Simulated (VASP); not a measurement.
# PbS (P4/mmm) in VASP: notebook

The runs below take PbS through single point, with LDA.

Program: VASP 6.6.1. These are calculated values, not measurements. Logs are shortened: lines on timing, memory, paths and dates and some standing lists are left out, and cuts for length are marked.

## 1. The cell of the first run

Symmetry: P4/mmm, No. 123, tetragonal system. The conventional cell has a = 3.654 Å, b = 3.654 Å, c = 3.361 Å, α = 90.00°, β = 90.00°, γ = 90.00°. Around Pb (site symmetry 4/mmm) lie 8 S at 3.08 Å and 2 Pb at 3.36 Å. S (site symmetry 4/mmm) has 8 Pb at 3.08 Å and 2 S at 3.36 Å as nearest neighbours.

Measurements of this composition are mostly on another form, of space group No. 225.

## 2. Single point, LDA (strain +0.000 along x and y, -0.080 along z, atoms carried along)

File INCAR:

```
SYSTEM = PbS
  ALGO = Fast
  EDIFF = 1E-6
  ENCUT = 520
  GGA = CA
  ISIF = 2
  ISMEAR = 0
  LASPH = .True.
  LCHARG = .False.
  LREAL = .False.
  LWAVE = .False.
  NBANDS = 17
  NELM = 100
  PREC = Accurate
  SIGMA = 0.15
```

File KPOINTS:

```
k-points
0
Gamma
  14 14 14
  0 0 0
```

File POSCAR:

```
PbS
1.0
    3.6536590000      0.0000000000      0.0000000000
    0.0000000000      3.6536590000      0.0000000000
    0.0000000000      0.0000000000      3.3613662800
Pb S
1 1
Direct
    0.0000000000      0.0000000000      0.0000000000
    0.5000000000      0.5000000000      0.5000000000
```

Potentials or basis: VASP PAW LDA potentials, release 64 (Pb_d, S).

Run with:

```
cat potpaw_LDA.64/Pb_d/POTCAR potpaw_LDA.64/S/POTCAR > POTCAR
mpirun -np 1 vasp_std > vasp.out
```

OUTCAR:

```text
SYSTEM = PbS
   EDIFF = 1E-6
   ENCUT = 520
   GGA = CA
   ISIF = 2
   ISMEAR = 0
   LASPH = .True.
   LREAL = .False.
   NELM = 100
   PREC = Accurate

 ion  position               nearest neighbor table
   1  0.000  0.000  0.000-   2 3.08   2 3.08   2 3.08   2 3.08   2 3.08   2 3.08   2 3.08   2 3.08

   2  0.500  0.500  0.500-   1 3.08   1 3.08   1 3.08   1 3.08   1 3.08   1 3.08   1 3.08   1 3.08

  LATTYP: Found a simple tetragonal cell.
 ALAT       =     3.6536590000
 C/A-ratio  =     0.9200000000

  Lattice vectors:

 A1 = (   3.6536590000,   0.0000000000,   0.0000000000)
 A2 = (   0.0000000000,   3.6536590000,   0.0000000000)
 A3 = (   0.0000000000,   0.0000000000,   3.3613662800)

Analysis of symmetry for initial positions (statically):
=====================================================================
 Subroutine PRICEL returns:
 Original cell was already a primitive cell.

 Routine SETGRP: Setting up the symmetry group for a
 simple tetragonal supercell.

 Subroutine GETGRP returns: Found 16 space group operations
 (whereof 16 operations were pure point group operations)
 out of a pool of 16 trial point group operations.

The static configuration has the point symmetry D_4h.

Analysis of symmetry for dynamics (positions and initial velocities):
=====================================================================
 Subroutine PRICEL returns:
 Original cell was already a primitive cell.

 Routine SETGRP: Setting up the symmetry group for a
 simple tetragonal supercell.

 Subroutine GETGRP returns: Found 16 space group operations
 (whereof 16 operations were pure point group operations)
 out of a pool of 16 trial point group operations.

The dynamic configuration has the point symmetry D_4h.

 Subroutine INISYM returns: Found 16 space group operations
 (whereof 16 operations are pure point group operations),
 and found     1 'primitive' translations

----------------------------------------------------------------------------------------

                                     Primitive cell

  volume of cell :      44.8716

  direct lattice vectors                    reciprocal lattice vectors
     3.653659000  0.000000000  0.000000000     0.273698230  0.000000000  0.000000000
     0.000000000  3.653659000  0.000000000     0.000000000  0.273698230  0.000000000
     0.000000000  0.000000000  3.361366280     0.000000000  0.000000000  0.297498076

  length of vectors
     3.653659000  3.653659000  3.361366280     0.273698230  0.273698230  0.297498076

  position of ions in fractional coordinates (direct lattice)
     0.000000000  0.000000000  0.000000000
     0.500000000  0.500000000  0.500000000

  ion indices of the primitive-cell ions
   primitive index   ion index
                 1           1
                 2           2

----------------------------------------------------------------------------------------

 KPOINTS: k-points

Automatic generation of k-mesh.
 Grid dimensions read from file:
 generate k-points for:   14   14   14

 Generating k-lattice:

  Cartesian coordinates                     Fractional coordinates (reciprocal lattice)
     0.019549874  0.000000000  0.000000000     0.071428571  0.000000000  0.000000000
     0.000000000  0.019549874  0.000000000     0.000000000  0.071428571  0.000000000
     0.000000000  0.000000000  0.021249863     0.000000000  0.000000000  0.071428571

  Length of vectors
     0.019549874  0.019549874  0.021249863

  Shift w.r.t. Gamma in fractional coordinates (k-lattice)
     0.000000000  0.000000000  0.000000000

 Subroutine IBZKPT returns following result:
 ===========================================

 Found    288 irreducible k-points:

 Following reciprocal coordinates:
            Coordinates               Weight
  0.000000  0.000000  0.000000      1.000000
  0.071429  0.000000  0.000000      4.000000
  0.142857  0.000000  0.000000      4.000000
  0.214286  0.000000  0.000000      4.000000
  0.285714  0.000000  0.000000      4.000000
  0.357143  0.000000  0.000000      4.000000
[... 16 lines left out ...]
  0.285714  0.214286  0.000000      8.000000
  0.357143  0.214286  0.000000      8.000000
 [... further k-points ...]
   k-points           NKPTS =    288   k-points in BZ     NKDIM =    288   number of bands    NBANDS=     17
   number of dos      NEDOS =    301   number of ions     NIONS =      2
   total plane-waves  NPLWV =  21952
   dimension x,y,z NGX =    28 NGY =   28 NGZ =   28
   dimension x,y,z NGXF=    56 NGYF=   56 NGZF=   56
   ions per type =               1   1
   NGX,Y,Z   is equivalent  to a cutoff of  12.74, 12.74, 13.85 a.u.
   NGXF,Y,Z  is equivalent  to a cutoff of  25.48, 25.48, 27.70 a.u.
 SYSTEM =  PbS
   PREC   = accura    normal or accurate (medium, high low for compatibility)
   ISTART =      0    job   : 0-new  1-cont  2-samecut
   ICHARG =      2    charge: 1-file 2-atom 10-const
   ISPIN  =      1    spin polarized calculation?
   LNONCOLLINEAR =      F non collinear calculations
   LSORBIT =      F    spin-orbit coupling
   LASPH  =      T    aspherical Exc in radial PAW
   ENCUT  =  520.0 eV  38.22 Ry    6.18 a.u.   6.79  6.79  6.25*2*pi/ulx,y,z
   NELM   =    100;   NELMIN=  2; NELMDL= -5     # of ELM steps
   EDIFF  = 0.1E-05   stopping-criterion for ELM
   LREAL  =      F    real-space projection
   EDIFFG = 0.1E-04   stopping-criterion for IOM
   NSW    =      0    number of steps for IOM
   IBRION =     -1    ionic relax: 0-MD 1-quasi-New 2-CG
   NFREE  =      0    steps in history (QN), initial steepest desc. (CG)
   ISIF   =      2    stress and relaxation
   ISYM   =      2    0-nonsym 1-usesym 2-fastsym
   POTIM  = 0.5000    time-step for ionic-motion
   TEBEG  =    0.0;   TEEND  =   0.0 temperature during run
   PSTRESS=    0.0 pullay stress
   NELECT =      20.0000    total number of electrons
   NUPDOWN=      -1.0000    fix difference up-down
   EMIN   =  10.00;   EMAX   =-10.00  energy-range for DOS
   EFERMI =   0.00;   METHOD = LEGACY
   ISMEAR =     0;   SIGMA  =   0.15  broadening in eV -4-tet -1-fermi 0-gaus
   EFERMI_NEDOS =   21; number of points for ismear=-14 and -15
   IALGO  =     68    algorithm
   IMIX   =      4    mixing-type and parameters
     AMIX     =   0.40;   BMIX     =  1.00
     AMIX_MAG =   1.60;   BMIX_MAG =  1.00
  volume/ion in A,a.u.               =      22.44       151.40
  Fermi-wavevector in a.u.,A,eV,Ry     =   1.250530  2.363160 21.277144  1.563826
  Thomas-Fermi vector in A             =   2.384520
   LORBIT       =      0    0 simple, 1 ext, 2 COOP (PROOUT), +10 PAW based schemes
   GGA     = CA    functional components
   LHFCALC =     F    Hartree Fock is set to
   AEXX    =    0.0000 exact exchange contribution
   IVDW    =     0    specifies the selected vdW correction
   LEPSILON=     F    determine dielectric tensor
   LRPA    =     F    only Hartree local field effects (RPA)
 non-spin polarized calculation
 RMM-DIIS sequential band-by-band and
 Gauss-broadening in eV      SIGMA  =   0.15
  energy-cutoff  :      520.00
  volume of cell :       44.87
 maximum number of plane-waves:      1225
 NGX is ok and might be reduce to    28
   NGX = 13   NGY = 13   NGZ = 13

 number of electron      20.0000000 magnetization

 Free energy of the ion-electron system (eV)
  ---------------------------------------------------
  ext. energy  EPLUGINS =         0.00000000
  ---------------------------------------------------
  free energy    TOTEN  =        -9.51601261 eV

  energy without entropy =       -9.50526367  energy(sigma->0) =       -9.51063814

 E-fermi :   6.8992     XC(G=0): -10.8755

 val. band max:        6.8920522715   @ k =   0.4286   0.2143   0.0000
 cond. band min:       6.9063906536   @ k =   0.5000   0.1429   0.0000
 fundamental gap:      0.0143383821
 Fermi energy:         6.8991927934

 k-point     1 :       0.0000    0.0000    0.0000
  band No.  band energies     occupation
      1     -10.0347      2.00000
      2      -9.9026      2.00000
      3      -9.6902      2.00000
      4      -9.6732      2.00000
      5      -9.6732      2.00000
      6      -6.8481      2.00000
[... 9 lines left out ...]
     16      19.1209      0.00000
     17      20.4418      0.00000

 k-point     2 :       0.0714    0.0000    0.0000
  band No.  band energies     occupation
      1     -10.0326      2.00000
      2      -9.8963      2.00000
      3      -9.6936      2.00000
      4      -9.6761      2.00000
      5      -9.6729      2.00000
      6      -6.8014      2.00000
[... 9 lines left out ...]
     16      19.2259      0.00000
     17      20.3977      0.00000

 k-point     3 :       0.1429    0.0000    0.0000
  band No.  band energies     occupation
      1     -10.0274      2.00000
      2      -9.8780      2.00000
      3      -9.7030      2.00000
      4      -9.6840      2.00000
      5      -9.6721      2.00000
      6      -6.6630      2.00000
[... 9 lines left out ...]
     16      19.5060      0.00000
     17      19.7797      0.00000

 k-point     4 :       0.2143    0.0000    0.0000
  band No.  band energies     occupation
      1     -10.0212      2.00000
      2      -9.8506      2.00000
      3      -9.7166      2.00000
      4      -9.6955      2.00000
      5      -9.6709      2.00000
      6      -6.4392      2.00000
[... 9 lines left out ...]
     16      18.8427      0.00000
     17      19.9334      0.00000

 k-point     5 :       0.2857    0.0000    0.0000
  band No.  band energies     occupation
      1     -10.0154      2.00000
      2      -9.8193      2.00000
      3      -9.7316      2.00000
      4      -9.7081      2.00000
      5      -9.6697      2.00000
      6      -6.1449      2.00000
[... 9 lines left out ...]
     16      18.0374      0.00000
     17      20.4095      0.00000

 k-point     6 :       0.3571    0.0000    0.0000
  band No.  band energies     occupation
      1     -10.0110      2.00000
      2      -9.7906      2.00000
      3      -9.7451      2.00000
      4      -9.7195      2.00000
      5      -9.6685      2.00000
      6      -5.8129      2.00000
[... 9 lines left out ...]
     16      17.7178      0.00000
     17      21.1395      0.00000

 k-point     7 :       0.4286    0.0000    0.0000
  band No.  band energies     occupation
      1     -10.0082      2.00000
      2      -9.7706      2.00000
      3      -9.7544      2.00000
      4      -9.7274      2.00000
      5      -9.6677      2.00000
      6      -5.5158      2.00000
[... 9 lines left out ...]
     16      19.0090      0.00000
     17      20.2103      0.00000

 k-point     8 :       0.5000    0.0000    0.0000
  band No.  band energies     occupation
      1     -10.0073      2.00000
      2      -9.7634      2.00000
      3      -9.7577      2.00000
      4      -9.7302      2.00000
      5      -9.6674      2.00000
      6      -5.3862      2.00000
[... 9 lines left out ...]
     16      20.2161      0.00000
     17      20.5705      0.00000
[... 203 lines left out ...]
      1      -9.9991      2.00000
      2      -9.7749      2.00000
      3      -9.7677      2.00000
      4      -9.7177      2.00000
      5      -9.6785      2.00000
      6      -5.6404      2.00000
[... 9 lines left out ...]
     16      18.0310      0.00000
     17      19.1680      0.00000

 k-point    20 :       0.4286    0.1429    0.0000
  band No.  band energies     occupation
      1      -9.9959      2.00000
      2      -9.7867      2.00000
      3      -9.7477      2.00000
      4      -9.7254      2.00000
      5      -9.6776      2.00000
      6      -5.3556      2.00000
[... 9 lines left out ...]
     16      19.1614      0.00000
     17      19.2475      0.00000

 k-point    21 :       0.5000    0.1429    0.0000
  band No.  band energies     occupation
      1      -9.9948      2.00000
      2      -9.7908      2.00000
      3      -9.7405      2.00000
      4      -9.7281      2.00000
      5      -9.6773      2.00000
      6      -5.2335      2.00000
[... 9 lines left out ...]
     16      19.3211      0.00000
     17      20.3232      0.00000

 k-point    22 :       0.2143    0.2143    0.0000
  band No.  band energies     occupation
      1     -10.0025      2.00000
      2      -9.8010      2.00000
      3      -9.7603      2.00000
      4      -9.6938      2.00000
      5      -9.6911      2.00000
      6      -6.0349      2.00000
[... 9 lines left out ...]
     16      18.4440      0.00000
     17      18.5904      0.00000

 k-point    23 :       0.2857    0.2143    0.0000
  band No.  band energies     occupation
      1      -9.9945      2.00000
      2      -9.7844      2.00000
      3      -9.7703      2.00000
      4      -9.7048      2.00000
      5      -9.6906      2.00000
      6      -5.7515      2.00000
[... 9 lines left out ...]
     16      18.4055      0.00000
     17      18.4110      0.00000

 k-point    24 :       0.3571    0.2143    0.0000
  band No.  band energies     occupation
      1      -9.9884      2.00000
      2      -9.8055      2.00000
      3      -9.7417      2.00000
      4      -9.7157      2.00000
      5      -9.6891      2.00000
      6      -5.4409      2.00000
[... 9 lines left out ...]
     16      18.4447      0.00000
     17      18.5600      0.00000

 [... further k-points ...]

------------------------ aborting loop because EDIFF is reached ----------------------------------------

  FORCE on cell =-STRESS in cart. coord.  units (eV):
  Direction    XX          YY          ZZ          XY          YZ          ZX
  --------------------------------------------------------------------------------------
  -------------------------------------------------------------------------------------
  Total       -0.7114663     -0.7114663      1.2447657      0.0000000      0.0000000     -0.0000000
  in kB      -25.4034703    -25.4034703     44.4453509      0.0000000      0.0000000     -0.0000000
  external PRESSURE =      -2.1205299 kB  Pullay stress =       0.0000000 kB

 VOLUME and BASIS-vectors are now :
 -----------------------------------------------------------------------------
  energy-cutoff  :      520.00
  volume of cell :       44.87
      direct lattice vectors                 reciprocal lattice vectors
     3.653659000  0.000000000  0.000000000     0.273698230  0.000000000  0.000000000
     0.000000000  3.653659000  0.000000000     0.000000000  0.273698230  0.000000000
     0.000000000  0.000000000  3.361366280     0.000000000  0.000000000  0.297498076

 POSITION                                       TOTAL-FORCE (eV/Angst)
 -----------------------------------------------------------------------------------
      0.00000      0.00000      0.00000         0.000000      0.000000      0.000000
      1.82683      1.82683      1.68068         0.000000      0.000000      0.000000
 -----------------------------------------------------------------------------------
    total drift:                               -0.000000      0.000000      0.000000

  FREE ENERGIE OF THE ION-ELECTRON SYSTEM (eV)
  ---------------------------------------------------
  free  energy   TOTEN  =        -9.5160126105 eV

  energy  without entropy=       -9.5052636741  energy(sigma->0) =       -9.51063814
```

Wall time 2.4 min (1 thread of Intel Xeon Platinum 8559C (Emerald Rapids), shared host); peak memory 0.3 GiB.

Results:

- Free energy: -9.5160 eV
- Pressure: -0.2 GPa
- Band gap on the k mesh: none (metal or under the smearing width)

Stress tensor (GPa, compression positive):
```
-2.54  0.00  0.00
 0.00 -2.54  0.00
 0.00  0.00  4.44
```

## 3. Single point, LDA (strain -0.080 along x and y, +0.000 along z, atoms carried along)

File INCAR:

```
PREC = Accurate
ENCUT = 520
EDIFF = 1E-6
ISMEAR = 0
SIGMA = 0.15
LREAL = False
LASPH = True
NELM = 100
ALGO = Fast
ISIF = 2
LWAVE = False
LCHARG = False
NBANDS = 17
```

File KPOINTS:

```
regular mesh
0
Gamma
  14 14 14
```

File POSCAR:

```
PbS
1.0
    3.3613662800      0.0000000000      0.0000000000
    0.0000000000      3.3613662800      0.0000000000
    0.0000000000      0.0000000000      3.6536590000
Pb S
1 1
Direct
    0.0000000000      0.0000000000      0.0000000000
    0.5000000000      0.5000000000      0.5000000000
```

Potentials or basis: VASP PAW LDA potentials, release 64 (Pb_d, S).

Run with:

```
cat potpaw_LDA.64/Pb_d/POTCAR potpaw_LDA.64/S/POTCAR > POTCAR
mpirun -np 1 vasp_std > vasp.out
```

Run time: 2.3 min. Hardware: 1 thread of Intel Xeon Platinum 8559C (Emerald Rapids), shared host; peak memory 0.29 GiB.

It converged, with:

* Free energy: -9.4539 eV
* Pressure: 6.3 GPa
* Band gap on the k mesh: none (metal or under the smearing width)

Stress tensor (GPa, compression positive):
```
9.12 0.00 0.00
0.00 9.12 0.00
0.00 0.00 0.53
```

Levels at points of the mesh, in eV from the Fermi level:
| k point | band 7 | band 8 | band 9 | band 10 | band 11 | band 12 | band 13 | band 14 |
| --- | --- | --- | --- | --- | --- | --- | --- | --- |
| (0.00, 0.00, 0.00) | -6.37 | -2.93 | -1.64 | -1.64 | 4.93 | 5.63 | 7.26 | 7.91 |
| (0.50, 0.00, 0.00) | -9.66 | -1.14 | -0.24 | -0.03 | 0.06 | 3.08 | 4.97 | 6.25 |
| (0.50, 0.50, 0.00) | -6.90 | -5.39 | -5.39 | -0.90 | 3.92 | 3.92 | 6.10 | 6.84 |
| (0.00, 0.00, 0.50) | -10.32 | -0.43 | -0.43 | 0.63 | 1.09 | 4.37 | 4.37 | 6.30 |
| (0.50, 0.00, 0.50) | -7.63 | -5.68 | -5.60 | -0.17 | 4.62 | 5.51 | 7.37 | 7.73 |
| (0.50, 0.50, 0.50) | -5.48 | -3.07 | -3.07 | -2.77 | -1.31 | -1.31 | -0.62 | 13.78 |

Spin-orbit coupling is left out, which matters for the levels of Pb.

(Part 1 of 2 ends here.)
